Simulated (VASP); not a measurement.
**LiI (rock salt): computed properties**

Level of theory: r2SCAN meta-GGA, VASP's PBE PAW potentials (set 64) (plane waves; VASP).

| Quantity | Result |
|---|---|
| space group | Fm-3m (225) |
| cell | a = b = c = 5.9952 Å, α = β = γ = 90.00° |
| volume per atom | 26.94 Å³/atom |
| band gap (over mesh and band path) | 5.08 eV |
| smallest direct gap (over mesh and band path) | 5.24 eV |
| Hill bulk modulus | 20.4 GPa |
| Hill shear modulus | 13.8 GPa |
| Poisson's ratio | 0.224 |
| band-edge character without spin-orbit coupling | indirect, K-Γ at 0.78 to X |
| band gap with spin-orbit coupling | 4.74 eV |
| density | 4.13 g/cm³ |
| mean ε∞ (independent particles) | 4.04 |
| optical Γ-point spectrum | 206i (×3) cm⁻¹ |
| C11 | 35.8 GPa |
| C12 | 12.7 GPa |
| C44 | 15.6 GPa |

```cif
data_I4Li4
_chemical_formula_sum 'Li4 I4'
_space_group_name_H-M_alt 'Fm-3m'
_space_group_IT_number 225
_space_group_name_Hall '-F 4 2 3'
_cell_length_a 5.99523
_cell_length_b 5.99523
_cell_length_c 5.99523
_cell_angle_alpha 90.000
_cell_angle_beta 90.000
_cell_angle_gamma 90.000
loop_
_atom_site_label
_atom_site_type_symbol
_atom_site_symmetry_multiplicity
_atom_site_Wyckoff_symbol
_atom_site_fract_x
_atom_site_fract_y
_atom_site_fract_z
_atom_site_occupancy
Li1 Li 4 a 0.00000 0.00000 0.00000 1
I1 I 4 b 0.50000 0.50000 0.50000 1
```
(The calculation used a cell of 2 atoms; values per cell refer to that cell.)

Measured: gap 6.40 eV (computed value off by -1.32 eV), as given by Aguado et al., (1998), arXiv:cond-mat/9809176. Unless said otherwise, spin-orbit coupling is left out, though it shifts the bands of the heavy elements here.

The compound is LiI in the rock salt structure. It was relaxed first. Symmetry was kept, so distortions that lower it aren't found.
